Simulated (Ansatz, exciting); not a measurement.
Given: the input of a run of Ansatz 0.2.0 on Na. The given cell was strained at random by a few per cent at fixed volume. 

The input input.yaml:

```yaml
crystal:
  lattice:
    - [-2.057611, 2.143556, 2.199328]
    - [2.108136, -2.083075, 2.189372]
    - [2.092, 2.117464, -2.138847]
  atoms:
    - { symbol: Na, position: [-0.001299, -0.000208, -0.005307] }
hamiltonian:
  xc: pbesol
  pseudopotentials: { kind: paw }
kpoints:
  mp_grid: { grid: [9, 9, 9] }
scf:
  occupations: { method: fermi_dirac, width: 0.05 }
output:
  forces: true
  stress: true
  eigenvalues: true
```

Potentials or basis: Ansatz PAW.

Launch:

```console
$ ansatz run input.yaml --threads 1 --pin off --max-ram 3584MiB --backend cpu --events-out ev --progress --plain --runs-dir out
```

What does the same run look like in exciting (release sodium)? Potentials or basis there: all-electron LAPW+lo, shipped species files, valence relativity iora*.

As run (cutoffs and basis follow the program's own potentials, and thresholds, step limits or extra output files can differ):

input.xml

```xml
<input>
  <title>Na</title>
  <structure speciespath="./" tshift="false">
    <crystal scale="1">
      <basevect>-3.888321261017 4.050733772798 4.156127578221</basevect>
      <basevect>3.983799673464 -3.936441247055 4.137313464924</basevect>
      <basevect>3.953307052717 4.001427038755 -4.041835052477</basevect>
    </crystal>
    <species speciesfile="Na.xml" rmt="2">
      <atom coord="-0.001299000000 -0.000208000000 -0.005307000000"/>
    </species>
  </structure>
  <groundstate do="fromscratch" ngridk="9 9 9" rgkmax="7.5" gmaxvr="14" lmaxapw="10" lmaxmat="10" lmaxvr="8" xctype="GGA_PBE_SOL" stype="Fermi Dirac" swidth="0.00183747" nempty="8" ValenceRelativity="iora*" epsengy="1e-05" epspot="1e-05" maxscl="60" tforce="true" outputlevel="normal"/>
</input>
```

Potentials or basis: all-electron LAPW+lo, shipped species files, valence relativity iora*.

The run is started by

```sh
$ OMP_NUM_THREADS=1 exciting_smp
```

Both were run:

|  | Ansatz | exciting |
| --- | --- | --- |
| Energy over the undisturbed cell | 1.8 meV/atom | 1.8 meV/atom |

Ansatz's potentials were made for PBE.

Where Ansatz's input types no cutoff or centring, it takes its own default and a Γ-centred mesh.
